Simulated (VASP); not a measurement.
Method: PBEsol GGA, VASP's PBE PAW potentials (set 64) (plane waves; VASP 6.6.1).

A VASP calculation is set up with these files.

POSCAR:
```
MgF2
1.0
  4.6251001902   0.0000000000   0.0000000000
  0.0000000000   4.6251001902   0.0000000000
  0.0000000000   0.0000000000   3.0542140272
Mg F
2 4
Cartesian
  4.6251001902   0.0000000000   0.0000000000
  2.3125500951   2.3125500951   1.5271070136
  1.4018047637   1.4018047637   0.0000000000
  3.7143548588   0.9107453314   1.5271070136
  0.9107453314   3.7143548588   1.5271070136
  3.2232954265   3.2232954265   0.0000000000
```

INCAR:
```
! general
SYSTEM=MgF2
PREC  =Accurate
ENCUT =520
LREAL =.FALSE.
LASPH =.TRUE.

! electronic loop
EDIFF =1E-7
NELM  =100
ALGO  =Normal

! smearing
ISMEAR=-5

! functional
GGA   =PS

! ions
ISIF  =2

! output
LWAVE =.FALSE.
LCHARG=.TRUE.
LORBIT=11
NEDOS =601

! other
LEFG  =.TRUE.
```

File KPOINTS:
```
Automatic
0
G
 6 6 8
```

POTCAR, in this order: Mg F (PBE.64 set). Program: vasp_std.

Output of the run:

OSZICAR:
```
       N       E                     dE             d eps       ncg     rms          rms(c)
DAV:   1     0.204065870222E+03    0.20407E+03   -0.18501E+04  2096   0.151E+03
DAV:   2    -0.250585614295E+02   -0.22912E+03   -0.22433E+03  2720   0.337E+02
DAV:   3    -0.346860277362E+02   -0.96275E+01   -0.96016E+01  2356   0.722E+01
DAV:   4    -0.347480408488E+02   -0.62013E-01   -0.62002E-01  2288   0.665E+00
DAV:   5    -0.347484039321E+02   -0.36308E-03   -0.36307E-03  2308   0.520E-01    0.900E+00
DAV:   6    -0.325836414251E+02    0.21648E+01   -0.90755E+00  2276   0.229E+01    0.296E+00
DAV:   7    -0.325831881568E+02    0.45327E-03   -0.89502E-02  2140   0.229E+00    0.183E+00
DAV:   8    -0.325988657464E+02   -0.15678E-01   -0.40956E-02  2268   0.247E+00    0.161E-01
DAV:   9    -0.325995614583E+02   -0.69571E-03   -0.28021E-03  2320   0.394E-01    0.698E-02
DAV:  10    -0.325997186890E+02   -0.15723E-03   -0.20138E-04  2228   0.122E-01    0.104E-02
DAV:  11    -0.325997200303E+02   -0.13413E-05   -0.17671E-05  2272   0.345E-02    0.619E-03
DAV:  12    -0.325997202136E+02   -0.18338E-06   -0.62799E-06  2268   0.201E-02    0.204E-03
DAV:  13    -0.325997201627E+02    0.50916E-07   -0.48743E-07  2168   0.570E-03
   1 F= -.32599720E+02 E0= -.32599720E+02  d E =0.000000E+00
```

OUTCAR:
```
------------------------ aborting loop because EDIFF is reached ----------------------------------------
  FORCE on cell =-STRESS in cart. coord.  units (eV):
  Direction    XX          YY          ZZ          XY          YZ          ZX
  --------------------------------------------------------------------------------------
  Total        0.0137687      0.0137687      0.0171971     -0.0000000      0.0000000      0.0000000
  in kB        0.3376468      0.3376468      0.4217207     -0.0000000      0.0000000      0.0000000
  external PRESSURE =       0.3656715 kB  Pullay stress =       0.0000000 kB
  volume of cell :       65.33
      direct lattice vectors                 reciprocal lattice vectors
     4.625100190  0.000000000  0.000000000     0.216211532  0.000000000  0.000000000
     0.000000000  4.625100190  0.000000000     0.000000000  0.216211532  0.000000000
     0.000000000  0.000000000  3.054214027     0.000000000  0.000000000  0.327416478
 POSITION                                       TOTAL-FORCE (eV/Angst)
 -----------------------------------------------------------------------------------
      0.00000      0.00000      0.00000         0.000000      0.000000     -0.000000
      2.31255      2.31255      1.52711         0.000000      0.000000     -0.000000
      1.40180      1.40180      0.00000         0.007926      0.007926      0.000000
      3.71435      0.91075      1.52711         0.007926     -0.007926     -0.000000
      0.91075      3.71435      1.52711        -0.007926      0.007926     -0.000000
      3.22330      3.22330      0.00000        -0.007926     -0.007926     -0.000000
 -----------------------------------------------------------------------------------
    total drift:                                0.000000      0.000000     -0.000000
  FREE ENERGIE OF THE ION-ELECTRON SYSTEM (eV)
  ---------------------------------------------------
  free  energy   TOTEN  =       -32.5997201627 eV

  energy  without entropy=      -32.5997201627  energy(sigma->0) =      -32.59972016

 total charge

# of ion       s       p       d       tot
------------------------------------------
    1        0.126   0.160   0.078   0.364
    2        0.126   0.160   0.078   0.364
    3        1.728   4.417   0.000   6.145
    4        1.728   4.417   0.000   6.145
    5        1.728   4.417   0.000   6.145
    6        1.728   4.417   0.000   6.145
--------------------------------------------------
tot          7.166  17.987   0.156  25.309
```
(Selected blocks of OUTCAR.)

The compound is MgF2 in the rutile structure. It was relaxed first.
